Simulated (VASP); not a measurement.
MgS (wurtzite), LDA relaxation of cell and atoms: Ansatz's output and VASP's

Start cell

```yaml
crystal:
  lattice:
    - [4.05378, 0.00000, 0.00000]
    - [-2.02689, 3.51068, 0.00000]
    - [0.00000, 0.00000, 6.49150]
  atoms:
    - { symbol: Mg, position: [0.33333, 0.66667, 0.99706] }
    - { symbol: Mg, position: [0.66667, 0.33333, 0.49706] }
    - { symbol: S, position: [0.33333, 0.66667, 0.37794] }
    - { symbol: S, position: [0.66667, 0.33333, 0.87794] }
```

Ansatz printed

```
basis re-selected at this cell: Δ(F+E_penalty+E_count) = +1.912e-4 eV, ΔP = -0.001 GPa vs the last step (what re-selecting the basis moved, of the pressure what is left beyond the Pulay correction that the steps carried, after the strain that the cell walked since its last selection, with what the two solves' SCF thresholds leave and, on support functions, any second-order correction that the steps lacked; it is no measure of the basis error at this ecutwfc). The dense FFT grid was sized anew with the basis: this SCF ran on 27×27×45 points, the steps before it on 30×30×45, so part of this shift can come from that change (see relax.cell in the input reference). This SCF's stress stands 1.09e-3 GPa from its target on what of the cell is left free (relax.cell.stress_tol is 5.00e-2 GPa) and its largest allowed force component is 1.56e-4 eV/Å (relax.f_tol is 5.00e-3 eV/Å): within both
SCF converged after 5 iterations
Free energy (F): -5548.044387 eV
Harris-Foulkes:  -5548.044387 eV  (|F-HF|=1.82e-12)
Internal energy: -5548.044387 eV  (E = F + TS)
E sigma→0 (E₀):  -5548.044387 eV
Fermi energy:    5.023244 eV
--- Per-component energies (eV) ---
  E_band       = -733.447690
  E_kinetic    = 370.427983
  E_local      = -3740.778198  (includes V_loc(G=0)·N_el)
  E_nonlocal   = 251.017271
  E_hartree    = 1353.385460
  E_xc         = -252.284335
  E_vxc        = -253.179500  (∫ρ·V_xc dr)
  E_paw        = -1680.002368  (= ΣΔE_a)
  E_vpaw       = -67.706189  (= ΣTr[D̂ρ^β])
  E_aug_tail   = 0.000004  (compensation charges beyond the density's cutoff)
  E_ewald      = -1850.417558
  E_core_change = 0.607354  (= ΣΔE_core)
  E_smearing   = -0.000000  (= −TS)
  E_closure    = -0.000000  (closes the sum)
  Σ components = -5548.044387   (vs F -5548.044387, Δ=0.00e0)
--- Forces (eV/Å), atoms counted from 1 ---
  atom   1  Mg     0.00000000    -0.00000000     0.00015572
  atom   2  Mg    -0.00000000     0.00000000     0.00015572
  atom   3  S      0.00000000    -0.00000000    -0.00015607
  atom   4  S      0.00000000     0.00000000    -0.00015607
  max |Σ_I F_I| component: 7.13e-7 eV/Å
--- Stress (GPa, compression-positive) ---
       -0.000553       0.000000       0.000000
        0.000000      -0.000553      -0.000000
       -0.000000      -0.000000      -0.001094
  P = ⅓ Tr σ = -0.0007 GPa (-0.007 kbar)
--- Relaxed structure (5 steps of the walk, 5 accepted, 1 SCFs on fresh bases) ---
  F+E_penalty+E_count = -5548.04438663 eV   max|allowed force component| = 1.559e-4 eV/Å   (the final SCF, on the basis selected at the relaxed cell)
  cell:  # Å, volume = 87.4557 Å³
    - [3.984991013347924, -9.177140028652142e-34, -8.40466791124579e-18]
    - [-1.992495506673962, 3.4511034514119956, 4.202333955622894e-18]
    - [-1.3458771886746332e-17, -1.4865014133817194e-33, 6.359201905165973]
  atoms:
    - { symbol: Mg, position: [0.33333333333333337, 0.6666666666666667, -0.0034286392901607494] }
    - { symbol: Mg, position: [0.6666666666666666, 0.33333333333333337, 0.4965713607098392] }
    - { symbol: S, position: [0.33333333333333337, 0.6666666666666667, 0.37842863929016063] }
    - { symbol: S, position: [0.6666666666666666, 0.33333333333333337, 0.8784286392901607] }
```

Datasets and cutoffs are each program's own. VASP's cell holds 16 valence electrons and Ansatz's 32. LDA means the Perdew–Zunger form with relativistic exchange in VASP and the Perdew–Wang form in Ansatz.

Question: What does VASP give for the same cell and level of theory?

Answer: relaxed cell vector lengths 3.976, 3.976, 6.357 Å; relaxed cell volume 87.04 Å³.

From OUTCAR

```
k-points           NKPTS =     21   k-points in BZ     NKDIM =     21   number of bands    NBANDS=     16

   NELECT =      16.0000    total number of electrons

   dimension x,y,z NGX =    32 NGY =   32 NGZ =   54
   dimension x,y,z NGXF=    64 NGYF=   64 NGZF=  108

  energy-cutoff  :      600.00
  volume of cell :       87.04
      direct lattice vectors                 reciprocal lattice vectors
     3.976242945  0.000000000  0.000000000     0.251493687  0.145199948  0.000000000
    -1.988121473  3.443527402  0.000000000     0.000000000  0.290399896  0.000000000
     0.000000000  0.000000000  6.356595623     0.000000000  0.000000000  0.157316913

 k-points in reciprocal lattice and weights: KPOINTS created by Atomic Simulation Env
   0.00000000  0.00000000  0.00000000       0.007
   0.16666667  0.00000000  0.00000000       0.042
   0.33333333  0.00000000  0.00000000       0.042
   0.50000000  0.00000000  0.00000000       0.021
   0.16666667  0.16666667  0.00000000       0.042
   0.33333333  0.16666667  0.00000000       0.083
   0.33333333  0.33333333  0.00000000       0.014
   0.00000000  0.00000000  0.25000000       0.014
   ...

 E-fermi :   1.7204

 k-point     1 :       0.0000    0.0000    0.0000
  band No.  band energies     occupation
      1     -10.2293      2.00000
      2      -9.4137      2.00000
      3      -2.1680      2.00000
      4       0.7002      2.00000
      5       0.7002      2.00000
      6       1.1416      2.00000
      7       1.1416      2.00000
      8       1.2735      2.00000
      9       4.6637      0.00000
     10       5.8789      0.00000
     11       8.6764      0.00000
     12       8.6764      0.00000
     13       9.4137      0.00000
     14       9.7466      0.00000
     15       9.7466      0.00000
     16      10.3958      0.00000

 k-point     2 :       0.1667    0.0000    0.0000
  band No.  band energies     occupation
      1     -10.0818      2.00000
      2      -9.3416      2.00000
      3      -1.9415      2.00000
      4      -0.1282      2.00000
      5       0.2993      2.00000
      6       0.4763      2.00000
      7       1.0730      2.00000
      8       1.1532      2.00000
      9       5.6432      0.00000
     10       6.6492      0.00000
     11       8.1148      0.00000
     12       8.6023      0.00000
     13       9.2375      0.00000
     14       9.3910      0.00000
     15       9.8838      0.00000
     16       9.9166      0.00000

 k-point     3 :       0.3333    0.0000    0.0000
  band No.  band energies     occupation
      1      -9.7278      2.00000
      2      -9.2203      2.00000
      3      -1.4802      2.00000
      4      -1.2341      2.00000
      5      -0.8188      2.00000
      6       0.1259      2.00000
      7       0.7313      2.00000
      8       0.8963      2.00000
      9       6.1341      0.00000
     10       6.6482      0.00000
     11       7.1802      0.00000
     12       8.9072      0.00000
     13       8.9141      0.00000
     14       9.6901      0.00000
     15       9.9133      0.00000
     16      11.3970      0.00000

 k-point     4 :       0.5000    0.0000    0.0000
  band No.  band energies     occupation
      1      -9.4799      2.00000
      2      -9.2089      2.00000
      3      -1.9259      2.00000
      4      -1.3090      2.00000
      5      -0.7368      2.00000
      6      -0.0223      2.00000
      7       0.2637      2.00000
      8       0.8046      2.00000
      9       5.8075      0.00000
     10       6.2974      0.00000
     11       7.0052      0.00000
     12       8.6513      0.00000
     13       9.5608      0.00000
     14       9.9312      0.00000
     15      10.3039      0.00000
     16      12.3445      0.00000

 k-point     5 :       0.1667    0.1667    0.0000
  band No.  band energies     occupation
      1      -9.8283      2.00000
      2      -9.2443      2.00000
      3      -1.5308      2.00000
      4      -0.7775      2.00000
      5      -0.7734      2.00000
      6       0.1706      2.00000
      7       0.7102      2.00000
      8       0.8851      2.00000
      9       6.7820      0.00000
     10       7.3188      0.00000
     11       7.5112      0.00000
     12       7.6670      0.00000
     13       8.7444      0.00000
     14       9.1741      0.00000
     15      10.2360      0.00000
     16      10.4813      0.00000

 k-point     6 :       0.3333    0.1667    0.0000
  band No.  band energies     occupation
      1      -9.4928      2.00000
      2      -9.1989      2.00000
      3      -1.6366      2.00000
      4      -1.1806      2.00000
      5      -0.7745      2.00000
      6      -0.4242      2.00000
      7       0.3514      2.00000
      8       0.3658      2.00000
      9       6.2849      0.00000
     10       6.8861      0.00000
     11       7.6554      0.00000
     12       8.6987      0.00000
     13       8.9435      0.00000
     14       9.8285      0.00000
     15      10.1031      0.00000
     16      11.6608      0.00000

 ...

  Total        0.0114272      0.0114272     -0.0031036      0.0000000      0.0000000     -0.0000000
  in kB        0.2103539      0.2103539     -0.0571318      0.0000000      0.0000000     -0.0000000
  external PRESSURE =       0.1211920 kB  Pullay stress =       0.0000000 kB

 POSITION                                       TOTAL-FORCE (eV/Angst)
 -----------------------------------------------------------------------------------
      0.00000      2.29568      6.33652        -0.000000      0.000000     -0.002936
      1.98812      1.14784      3.15822         0.000000      0.000000     -0.002936
      0.00000      2.29568      2.40380        -0.000000     -0.000000      0.002936
      1.98812      1.14784      5.58210         0.000000      0.000000      0.002936
 -----------------------------------------------------------------------------------
    total drift:                                0.000000      0.000000      0.000527

  FREE ENERGIE OF THE ION-ELECTRON SYSTEM (eV)
  ---------------------------------------------------
  free  energy   TOTEN  =       -18.8233706327 eV

  energy  without entropy=      -18.8233706327  energy(sigma->0) =      -18.82337063
```
